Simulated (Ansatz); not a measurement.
The system is Al.

```
CELL_PARAMETERS angstrom
0.00000 2.02481 2.02481
2.02481 0.00000 2.02481
2.02481 2.02481 0.00000
ATOMIC_POSITIONS crystal
Al 0.00000 0.00000 0.00000
```

* Program: Ansatz 0.2.0
* Task: relaxation of cell and atoms
* Functional: PBE
* Dispersion: D4
* Potentials or basis: all-electron LAPW, scalar-relativistic
* Basis error allowed: 0.001 eV/atom
* k mesh: 11 × 11 × 11
* Occupations: fermi-dirac, width 0.05 eV
* Spin: no spin polarisation

At the start: volume 16.60 Å³/atom.

**Question.** How do energy, volume and symmetry change on relaxing?

**Answer.** Over 5 steps the energy falls by 8.7 meV/atom and the volume is 15.86 Å³/atom (-4.5 %); space group Fm-3m (No. 225, to 0.05 Å).

The path:
```
step  energy change (eV)  largest force (eV/Å)  volume (Å³)
   1              0.0000                0.0000        16.60
   2             -0.0084                0.0000        15.73
   3             -0.0087                0.0000        15.87
   4             -0.0087                0.0000        15.86
   5             -0.0087                0.0000        15.86
```

Final structure:
```yaml
crystal:
  lattice:
    - [0.00000, 1.99422, 1.99422]
    - [1.99422, 0.00000, 1.99422]
    - [1.99422, 1.99422, 0.00000]
  atoms:
    - { symbol: Al, position: [0.00000, 0.00000, 0.00000] }
```

The cell as given is a measured one (16.60 Å³/atom); PBE+D4 puts the equilibrium volume -4.5 % from it, thermal expansion not counted.
